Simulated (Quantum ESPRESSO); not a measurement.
In2O3 under changes of volume

One of the cells (12.611 Å³/atom); the others are scaled copies at fixed shape and fractional positions:

```
In O
1.0
     2.74350    1.58396    4.83667
    -2.74350    1.58396    4.83667
     0.00000   -3.16792    4.83667
In O
4 6
Direct
  0.85731 0.85731 0.85731
  0.64269 0.64269 0.64269
  0.14269 0.14269 0.14269
  0.35731 0.35731 0.35731
  0.04800 0.75000 0.45200
  0.75000 0.45200 0.04800
  0.45200 0.04800 0.75000
  0.95200 0.25000 0.54800
  0.25000 0.54800 0.95200
  0.54800 0.95200 0.25000
```

```yaml
Program: Quantum ESPRESSO 7.5
Functional: PBEsol
Potentials_or_basis: GBRV 1.5 PBEsol
Cutoff: 762 eV
Density_cutoff: 6095 eV
k_mesh: 5 × 5 × 5
Occupations: fermi-dirac, width 0.05 eV
Spin: no spin polarisation
```

```tsv
volume (Å³/atom)	energy over the lowest point (meV/atom)	pressure (GPa)	gap on the mesh (eV)
11.854	33.73	13.5	1.61
12.106	15.74	8.8	1.48
12.359	4.74	4.6	1.35
12.611	0.00	0.8	1.21
12.863	0.84	-2.5	1.08
13.115	?	?	?
13.368	16.95	-8.1	0.82
```

What does the run at 13.115 Å³/atom give?

Energy over the lowest point 6.67 meV/atom; pressure -5.5 GPa; gap on the mesh 0.95 eV.

Worked out: A Birch-Murnaghan fit of order 3 (a polynomial in V^(-2/3)) to the other rows has its minimum at 12.70 Å³/atom with B0 = V·E''(V) = 171 GPa and B' = 4.7 at fixed shape and positions, which overstates the stiffness. It gives 6.65 meV/atom at 13.115 Å³/atom, against the run's 6.67, and -dE/dV = -5.2 GPa, against -5.5. A straight line through the other rows of the gap, of slope -6.6 eV per unit of ln V, gives 0.95 eV, against the run's 0.95.

Energies are extrapolated to zero smearing.

Caveats: spin-orbit coupling is left out, which moves the levels of the heavy elements; an odd mesh through Γ misses points on the zone boundary, where band edges often lie (some runs).
